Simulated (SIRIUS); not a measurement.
A run of SIRIUS 7.10.0 is set up as follows.

sirius.json

```json
{
  "control": {
    "processing_unit": "cpu",
    "verbosity": 2,
    "num_bands_to_print": 14,
    "print_forces": true,
    "print_stress": true
  },
  "parameters": {
    "electronic_structure_method": "pseudopotential",
    "xc_functionals": ["XC_GGA_X_PBE_SOL", "XC_GGA_C_PBE_SOL"],
    "gk_cutoff": 9.0,
    "pw_cutoff": 18.0,
    "ngridk": [10, 10, 10],
    "shiftk": [0, 0, 0],
    "smearing": "fermi_dirac",
    "smearing_width": 0.0018374661,
    "num_bands": 14,
    "num_mag_dims": 0,
    "num_dft_iter": 100,
    "energy_tol": 1e-08,
    "density_tol": 1e-06
  },
  "iterative_solver": {
    "type": "davidson",
    "min_tolerance": 1e-09,
    "tolerance_scale": [0.1, 0.25]
  },
  "mixer": {
    "type": "anderson",
    "beta": 0.7,
    "max_history": 8
  },
  "settings": {
    "tol_ne": 1e-10,
    "pseudo_grid_cutoff": 6.5
  },
  "unit_cell": {
    "lattice_vectors": [
      [0.0, 4.480998940891, 4.480998940891],
      [4.480998940891, 0.0, 4.480998940891],
      [4.480998940891, 4.480998940891, 0.0]
    ],
    "atom_coordinate_units": "lattice",
    "atom_types": ["Sb"],
    "atom_files": {
      "Sb": "Sb.json"
    },
    "atoms": {
      "Sb": [
        [0.0, 0.0, 0.0]
      ]
    }
  }
}
```

Potentials or basis: PseudoDojo 0.4.1 PBEsol standard (scalar relativistic).

Command:

```bash
$ upf_to_json Sb.upf
$ OMP_NUM_THREADS=1 sirius.scf --input=sirius.json --output=out.json --task=0
```

Q: Predict the pressure.

A: -1.2 GPa.

Q: What does it give for the band gap on the k mesh?

A: None (metal or under the smearing width).

The run has no spin-orbit coupling, so splittings on Sb are missing.
